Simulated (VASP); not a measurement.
# TiCo (Pm-3m) in VASP: notebook

Runs on TiCo. Level: PBEsol. Tasks: equation of state.

All numbers are computed with VASP 6.6.1; they aren't measurements. Logs are shortened: lines on timing, memory, paths and dates and some standing lists are left out, and cuts for length are marked.

**1. Starting point**

Symmetry: Pm-3m, No. 221, cubic system. The conventional cell has a = 2.931 Å, b = 2.931 Å, c = 2.931 Å, α = 90.00°, β = 90.00°, γ = 90.00°. Co (site symmetry m-3m) has 8 Ti at 2.54 Å as nearest neighbours. Ti (site symmetry m-3m) has 8 Co at 2.54 Å as nearest neighbours.

The cell comes from a database or a generator and needn't be the stable form of this composition.

**2. Equation of state, PBEsol, collinear spin, ferromagnetic start, 12.08 Å³/atom (a relaxed cell with its volume scaled by 0.96)**

The input, INCAR:

```
SYSTEM = TiCo
PREC     = Accurate       ! precision mode
ENCUT    = 520            ! plane-wave cutoff, eV
EDIFF    = 1E-6           ! SCF threshold, eV
ISMEAR   = -1             ! smearing method
SIGMA    = 0.05           ! smearing width, eV
LREAL    = .FALSE.        ! projectors in reciprocal space
LASPH    = .TRUE.         ! aspherical terms in the spheres
NELM     = 120            ! most SCF steps
ALGO     = Fast           ! electronic algorithm
ISIF     = 2              ! what is computed and relaxed
LWAVE    = .FALSE.        ! write WAVECAR
LCHARG   = .FALSE.        ! write CHGCAR
ISPIN    = 2              ! spin polarisation
MAGMOM   = 2 1            ! initial moments
LORBIT   = 11             ! projections on sites
LMAXMIX  = 4              ! l up to which the mixer works
GGA      = PS             ! functional
```

The input, KPOINTS:

```
Automatic mesh
0
G
  8 8 8
  0 0 0
```

The input, POSCAR:

```
TiCo                                    
1.0
    2.8912522343      0.0000000000     -0.0000000000
   -0.0000000000      2.8912522343      0.0000000000
   -0.0000000000      0.0000000000      2.8912522343
  Co              Ti            
     1     1
Direct
     0.5000000000000000    0.5000000000000000    0.5000000000000000
     0.0000000000000000    0.0000000000000000    0.0000000000000000
```

Potentials or basis: VASP PAW PBE potentials, release 64 (Co, Ti_sv).

Launch:

```sh
$ cat potpaw_PBE.64/Co/POTCAR potpaw_PBE.64/Ti_sv/POTCAR > POTCAR
$ mpirun -np 1 vasp_std > vasp.out
```

OUTCAR:

```text
SYSTEM = TiCo
   PREC = Accurate
   ENCUT = 520
   EDIFF = 1E-6
   ISMEAR = -1
   LREAL = .FALSE.
   LASPH = .TRUE.
   NELM = 120
   ISIF = 2
   ISPIN = 2
   LORBIT = 11
   GGA = PS

 ion  position               nearest neighbor table
   1  0.500  0.500  0.500-   2 2.50   2 2.50   2 2.50   2 2.50   2 2.50   2 2.50   2 2.50   2 2.50

   2  0.000  0.000  0.000-   1 2.50   1 2.50   1 2.50   1 2.50   1 2.50   1 2.50   1 2.50   1 2.50

  LATTYP: Found a simple cubic cell.
 ALAT       =     2.8912522343

  Lattice vectors:

 A1 = (   2.8912522343,   0.0000000000,   0.0000000000)
 A2 = (   0.0000000000,   2.8912522343,   0.0000000000)
 A3 = (   0.0000000000,   0.0000000000,   2.8912522343)

Analysis of symmetry for initial positions (statically):
=====================================================================
 Subroutine PRICEL returns:
 Original cell was already a primitive cell.

 Routine SETGRP: Setting up the symmetry group for a
 simple cubic supercell.

 Subroutine GETGRP returns: Found 48 space group operations
 (whereof 48 operations were pure point group operations)
 out of a pool of 48 trial point group operations.

The static configuration has the point symmetry O_h .

Analysis of symmetry for dynamics (positions and initial velocities):
=====================================================================
 Subroutine PRICEL returns:
 Original cell was already a primitive cell.

 Routine SETGRP: Setting up the symmetry group for a
 simple cubic supercell.

 Subroutine GETGRP returns: Found 48 space group operations
 (whereof 48 operations were pure point group operations)
 out of a pool of 48 trial point group operations.

The dynamic configuration has the point symmetry O_h .

Analysis of structural, dynamic, and magnetic symmetry:
=====================================================================
 Subroutine PRICEL returns:
 Original cell was already a primitive cell.

 Routine SETGRP: Setting up the symmetry group for a
 simple cubic supercell.

 Subroutine GETGRP returns: Found 48 space group operations
 (whereof 48 operations were pure point group operations)
 out of a pool of 48 trial point group operations.

The overall configuration has the point symmetry O_h .

 Subroutine INISYM returns: Found 48 space group operations
 (whereof 48 operations are pure point group operations),
 and found     1 'primitive' translations

----------------------------------------------------------------------------------------

                                     Primitive cell

  volume of cell :      24.1690

  direct lattice vectors                    reciprocal lattice vectors
     2.891252234  0.000000000  0.000000000     0.345870896  0.000000000  0.000000000
     0.000000000  2.891252234  0.000000000     0.000000000  0.345870896  0.000000000
     0.000000000  0.000000000  2.891252234     0.000000000  0.000000000  0.345870896

  length of vectors
     2.891252234  2.891252234  2.891252234     0.345870896  0.345870896  0.345870896

  position of ions in fractional coordinates (direct lattice)
     0.500000000  0.500000000  0.500000000
     0.000000000  0.000000000  0.000000000

  ion indices of the primitive-cell ions
   primitive index   ion index
                 1           1
                 2           2

----------------------------------------------------------------------------------------

 KPOINTS: Automatic mesh

Automatic generation of k-mesh.
 Grid dimensions read from file:
 generate k-points for:    8    8    8

 Generating k-lattice:

  Cartesian coordinates                     Fractional coordinates (reciprocal lattice)
     0.043233862  0.000000000  0.000000000     0.125000000  0.000000000  0.000000000
     0.000000000  0.043233862  0.000000000     0.000000000  0.125000000  0.000000000
     0.000000000  0.000000000  0.043233862     0.000000000  0.000000000  0.125000000

  Length of vectors
     0.043233862  0.043233862  0.043233862

  Shift w.r.t. Gamma in fractional coordinates (k-lattice)
     0.000000000  0.000000000  0.000000000

 Subroutine IBZKPT returns following result:
 ===========================================

 Found     35 irreducible k-points:

 Following reciprocal coordinates:
            Coordinates               Weight
  0.000000  0.000000  0.000000      1.000000
  0.125000  0.000000  0.000000      6.000000
  0.250000  0.000000  0.000000      6.000000
  0.375000  0.000000  0.000000      6.000000
  0.500000  0.000000  0.000000      3.000000
  0.125000  0.125000  0.000000     12.000000
[... 16 lines left out ...]
  0.375000  0.375000  0.125000     24.000000
  0.500000  0.375000  0.125000     24.000000
 [... further k-points ...]
   k-points           NKPTS =     35   k-points in BZ     NKDIM =     35   number of bands    NBANDS=     16
   number of dos      NEDOS =    301   number of ions     NIONS =      2
   total plane-waves  NPLWV =  13824
   dimension x,y,z NGX =    24 NGY =   24 NGZ =   24
   dimension x,y,z NGXF=    48 NGYF=   48 NGZF=   48
   ions per type =               1   1
   NGX,Y,Z   is equivalent  to a cutoff of  13.80, 13.80, 13.80 a.u.
   NGXF,Y,Z  is equivalent  to a cutoff of  27.60, 27.60, 27.60 a.u.
 SYSTEM =  TiCo
   PREC   = accura    normal or accurate (medium, high low for compatibility)
   ISTART =      0    job   : 0-new  1-cont  2-samecut
   ICHARG =      2    charge: 1-file 2-atom 10-const
   ISPIN  =      2    spin polarized calculation?
   LNONCOLLINEAR =      F non collinear calculations
   LSORBIT =      F    spin-orbit coupling
   LASPH  =      T    aspherical Exc in radial PAW
   ENCUT  =  520.0 eV  38.22 Ry    6.18 a.u.   5.38  5.38  5.38*2*pi/ulx,y,z
   NELM   =    120;   NELMIN=  2; NELMDL= -5     # of ELM steps
   EDIFF  = 0.1E-05   stopping-criterion for ELM
   LREAL  =      F    real-space projection
   EDIFFG = 0.1E-04   stopping-criterion for IOM
   NSW    =      0    number of steps for IOM
   IBRION =     -1    ionic relax: 0-MD 1-quasi-New 2-CG
   NFREE  =      0    steps in history (QN), initial steepest desc. (CG)
   ISIF   =      2    stress and relaxation
   ISYM   =      2    0-nonsym 1-usesym 2-fastsym
   POTIM  = 0.5000    time-step for ionic-motion
   TEBEG  =    0.0;   TEEND  =   0.0 temperature during run
   PSTRESS=    0.0 pullay stress
   NELECT =      21.0000    total number of electrons
   NUPDOWN=      -1.0000    fix difference up-down
   EMIN   =  10.00;   EMAX   =-10.00  energy-range for DOS
   EFERMI =   0.00;   METHOD = LEGACY
   ISMEAR =    -1;   SIGMA  =   0.05  broadening in eV -4-tet -1-fermi 0-gaus
   EFERMI_NEDOS =   21; number of points for ismear=-14 and -15
   IALGO  =     68    algorithm
   IMIX   =      4    mixing-type and parameters
     AMIX     =   0.40;   BMIX     =  1.00
     AMIX_MAG =   1.60;   BMIX_MAG =  1.00
  volume/ion in A,a.u.               =      12.08        81.55
  Fermi-wavevector in a.u.,A,eV,Ry     =   1.562171  2.952075 33.203368  2.440379
  Thomas-Fermi vector in A             =   2.665129
   LORBIT       =     11    0 simple, 1 ext, 2 COOP (PROOUT), +10 PAW based schemes
   GGA     = PS    functional components
   LHFCALC =     F    Hartree Fock is set to
   AEXX    =    0.0000 exact exchange contribution
   IVDW    =     0    specifies the selected vdW correction
   LEPSILON=     F    determine dielectric tensor
   LRPA    =     F    only Hartree local field effects (RPA)
 spin polarized calculation
 RMM-DIIS sequential band-by-band and
  energy-cutoff  :      520.00
  volume of cell :       24.17
 maximum number of plane-waves:       672
 NGX is ok and might be reduce to    24
   NGX = 11   NGY = 11   NGZ = 11

 number of electron      21.0000010 magnetization       0.0000062

 number of electron      21.0000010 magnetization      -0.0000016

 Free energy of the ion-electron system (eV)
  ---------------------------------------------------
  ext. energy  EPLUGINS =         0.00000000
  ---------------------------------------------------
  free energy    TOTEN  =       -16.88450250 eV

  energy without entropy =      -16.86860497  energy(sigma->0) =      -16.87655374

 E-fermi :  11.0554     XC(G=0): -13.2638

 val. band max:       11.0137560340   @ k =   0.5000   0.1250   0.1250
 cond. band min:      11.0716739843   @ k =   0.5000   0.5000   0.1250
 fundamental gap:      0.0579179503
 Fermi energy:        11.0554392276

 spin component 1

 k-point     1 :       0.0000    0.0000    0.0000
  band No.  band energies     occupation
      1     -45.7551      1.00000
      2     -21.9109      1.00000
      3     -21.9109      1.00000
      4     -21.9109      1.00000
      5       2.9891      1.00000
      6       6.7554      1.00000
[... 8 lines left out ...]
     15      14.1352      0.00000
     16      20.7429      0.00000
[... 419 lines left out ...]
 k-point    24 :       0.5000    0.3750    0.1250
  band No.  band energies     occupation
      1     -45.6623      1.00000
      2     -22.2692      1.00000
      3     -22.2041      1.00000
      4     -21.9037      1.00000
      5       6.5928      1.00000
      6       7.2152      1.00000
[... 8 lines left out ...]
     15      14.7599      0.00000
     16      15.4410      0.00000

 [... further k-points ...]

 spin component 2

 k-point     1 :       0.0000    0.0000    0.0000
  band No.  band energies     occupation
      1     -45.7551      1.00000
      2     -21.9109      1.00000
      3     -21.9109      1.00000
      4     -21.9109      1.00000
      5       2.9891      1.00000
      6       6.7554      1.00000
[... 8 lines left out ...]
     15      14.1352      0.00000
     16      20.7429      0.00000
[... 419 lines left out ...]
 k-point    24 :       0.5000    0.3750    0.1250
  band No.  band energies     occupation
      1     -45.6623      1.00000
      2     -22.2692      1.00000
      3     -22.2041      1.00000
      4     -21.9037      1.00000
      5       6.5928      1.00000
      6       7.2152      1.00000
[... 8 lines left out ...]
     15      14.7599      0.00000
     16      15.4414      0.00000

 [... further k-points ...]

------------------------ aborting loop because EDIFF is reached ----------------------------------------

  FORCE on cell =-STRESS in cart. coord.  units (eV):
  Direction    XX          YY          ZZ          XY          YZ          ZX
  --------------------------------------------------------------------------------------
  -------------------------------------------------------------------------------------
  Total        1.2964654      1.2964654      1.2964654     -0.0000000      0.0000000      0.0000000
  in kB       85.9436082     85.9436082     85.9436082     -0.0000000      0.0000000      0.0000000
  external PRESSURE =      85.9436082 kB  Pullay stress =       0.0000000 kB

 VOLUME and BASIS-vectors are now :
 -----------------------------------------------------------------------------
  energy-cutoff  :      520.00
  volume of cell :       24.17
      direct lattice vectors                 reciprocal lattice vectors
     2.891252234  0.000000000  0.000000000     0.345870896  0.000000000  0.000000000
     0.000000000  2.891252234  0.000000000     0.000000000  0.345870896  0.000000000
     0.000000000  0.000000000  2.891252234     0.000000000  0.000000000  0.345870896

 POSITION                                       TOTAL-FORCE (eV/Angst)
 -----------------------------------------------------------------------------------
      1.44563      1.44563      1.44563         0.000000      0.000000      0.000000
      0.00000      0.00000      0.00000         0.000000      0.000000      0.000000
 -----------------------------------------------------------------------------------
    total drift:                                0.000000      0.000000     -0.000000

  FREE ENERGIE OF THE ION-ELECTRON SYSTEM (eV)
  ---------------------------------------------------
  free  energy   TOTEN  =       -16.8845025042 eV

  energy  without entropy=      -16.8686049710  energy(sigma->0) =      -16.87655374

 total charge

# of ion       s       p       d       tot
------------------------------------------
    1        0.564   0.505   7.406   8.475
    2        2.272   6.217   1.945  10.434
--------------------------------------------------
tot          2.836   6.722   9.351  18.909

 magnetization (x)

# of ion       s       p       d       tot
------------------------------------------
    1        0.000  -0.000   0.000   0.000
    2        0.000  -0.000  -0.000  -0.000
--------------------------------------------------
tot          0.000  -0.000   0.000   0.000
```

It took 31 s on 1 thread of Intel Xeon Platinum 8488C (Sapphire Rapids), shared host; peak memory 0.16 GiB.

What came out:

| Property | Result |
| --- | --- |
| Free energy | -16.8845 eV |
| Pressure | 8.6 GPa |
| Band gap on the k mesh | none (metal or under the smearing width) |
| Net moment | 0.00 μB per cell |
| Valence electrons inside the program's atomic spheres | Co 8.47; Ti 10.43 |

Caveat: the starting moments collapsed, and a magnetic state may lie lower; the PAW data sets were made with another functional, which shifts forces and pressure a little.

**3. Equation of state, PBEsol, collinear spin, ferromagnetic start, 12.34 Å³/atom (a relaxed cell with its volume scaled by 0.98)**

INCAR is that of step 2.

KPOINTS is that of step 2.

The input, POSCAR:

```
TiCo                                    
1.0
    2.9111925350      0.0000000000     -0.0000000000
   -0.0000000000      2.9111925350      0.0000000000
   -0.0000000000      0.0000000000      2.9111925350
  Co              Ti            
     1     1
Direct
     0.5000000000000000    0.5000000000000000    0.5000000000000000
     0.0000000000000000    0.0000000000000000    0.0000000000000000
```

Potentials or basis: VASP PAW PBE potentials, release 64 (Co, Ti_sv).

Launch:

```sh
$ cat potpaw_PBE.64/Co/POTCAR potpaw_PBE.64/Ti_sv/POTCAR > POTCAR
$ mpirun -np 1 vasp_std > vasp.out
```

It took 32 s on 1 thread of Intel Xeon Platinum 8488C (Sapphire Rapids), shared host; peak memory 0.15 GiB.

It converged, with:

- Free energy: -16.9044 eV
- Pressure: 4.1 GPa
- Band gap on the k mesh: none (metal or under the smearing width)
- Net moment: 0.00 μB per cell
- Valence electrons inside the program's atomic spheres: Co 8.44; Ti 10.40

Caveat: the starting moments collapsed, and a magnetic state may lie lower; the PAW data sets were made with another functional, which shifts forces and pressure a little.

**4. Equation of state, PBEsol, collinear spin, ferromagnetic start, 12.59 Å³/atom**

INCAR is that of step 3.

KPOINTS is that of step 3.

The input, POSCAR:

```
TiCo                                    
1.0
    2.9308633515      0.0000000000     -0.0000000000
   -0.0000000000      2.9308633515      0.0000000000
   -0.0000000000      0.0000000000      2.9308633515
  Co              Ti            
     1     1
Direct
     0.5000000000000000    0.5000000000000000    0.5000000000000000
     0.0000000000000000    0.0000000000000000    0.0000000000000000
```

Launch:

```sh
$ cat potpaw_PBE.64/Co/POTCAR potpaw_PBE.64/Ti_sv/POTCAR > POTCAR
$ mpirun -np 1 vasp_std > vasp.out
```

Wall time 32 s (1 thread of Intel Xeon Platinum 8488C (Sapphire Rapids), shared host); peak memory 0.15 GiB.

Results (log left out):

| Quantity | Value |
| --- | --- |
| Free energy | -16.9107 eV |
| Pressure | 0.0 GPa |
| Band gap on the k mesh | none (metal or under the smearing width) |
| Net moment | 0.00 μB per cell |
| Valence electrons inside the program's atomic spheres | Co 8.40; Ti 10.36 |

Caveat: the starting moments collapsed, and a magnetic state may lie lower; the PAW data sets were made with another functional, which shifts forces and pressure a little.

**5. Equation of state, PBEsol, collinear spin, ferromagnetic start, 12.84 Å³/atom (a relaxed cell with its volume scaled by 1.02)**

INCAR is that of step 4.

KPOINTS is that of step 4.

The input, POSCAR:

```
TiCo                                    
1.0
    2.9502736082      0.0000000000     -0.0000000000
   -0.0000000000      2.9502736082      0.0000000000
   -0.0000000000      0.0000000000      2.9502736082
  Co              Ti            
     1     1
Direct
     0.5000000000000000    0.5000000000000000    0.5000000000000000
     0.0000000000000000    0.0000000000000000    0.0000000000000000
```

Launch:

```sh
$ cat potpaw_PBE.64/Co/POTCAR potpaw_PBE.64/Ti_sv/POTCAR > POTCAR
$ mpirun -np 1 vasp_std > vasp.out
```

Run time: 30 s. Hardware: 1 thread of Intel Xeon Platinum 8488C (Sapphire Rapids), shared host; peak memory 0.16 GiB.

Results (log left out):

| Property | Result |
| --- | --- |
| Free energy | -16.9048 eV |
| Pressure | -3.7 GPa |
| Band gap on the k mesh | none (metal or under the smearing width) |
| Net moment | 0.00 μB per cell |
| Valence electrons inside the program's atomic spheres | Co 8.37; Ti 10.33 |

Caveat: the starting moments collapsed, and a magnetic state may lie lower; the PAW data sets were made with another functional, which shifts forces and pressure a little.

**6. Equation of state, PBEsol, collinear spin, ferromagnetic start, 13.09 Å³/atom (a relaxed cell with its volume scaled by 1.04)**

INCAR is that of step 5.

KPOINTS is that of step 5.

The input, POSCAR:

```
TiCo                                    
1.0
    2.9694317659      0.0000000000     -0.0000000000
   -0.0000000000      2.9694317659      0.0000000000
   -0.0000000000      0.0000000000      2.9694317659
  Co              Ti            
     1     1
Direct
     0.5000000000000000    0.5000000000000000    0.5000000000000000
     0.0000000000000000    0.0000000000000000    0.0000000000000000
```

Potentials or basis: VASP PAW PBE potentials, release 64 (Co, Ti_sv).

Launch:

```sh
$ cat potpaw_PBE.64/Co/POTCAR potpaw_PBE.64/Ti_sv/POTCAR > POTCAR
$ mpirun -np 1 vasp_std > vasp.out
```

Run time: 32 s. Hardware: 1 thread of Intel Xeon Platinum 8488C (Sapphire Rapids), shared host; peak memory 0.16 GiB.

It converged, with:

| Quantity | Value |
| --- | --- |
| Free energy | -16.8879 eV |
| Pressure | -7.2 GPa |
| Band gap on the k mesh | none (metal or under the smearing width) |
| Net moment | 0.00 μB per cell |
| Valence electrons inside the program's atomic spheres | Co 8.33; Ti 10.30 |

Caveat: the starting moments collapsed, and a magnetic state may lie lower; the PAW data sets were made with another functional, which shifts forces and pressure a little.

**7. Equation of state, PBEsol, collinear spin, ferromagnetic start**

No new run: the results of the series are fitted here.

What came out:

| Property | Result |
| --- | --- |
| Equilibrium volume | 12.59 Å³/atom |
| Bulk modulus | 195 GPa |
| Pressure derivative of the bulk modulus | 4.2 (rough: it moves with the points fitted) |

Energy against volume, from the lowest point:
```
volume (Å³/atom)  energy (meV/atom)
          12.084              13.12
          12.336               3.16
          12.588               0.00
          12.840               2.96
          13.092              11.45
```

Caveat: the PAW data sets were made with another functional, which shifts forces and pressure a little.
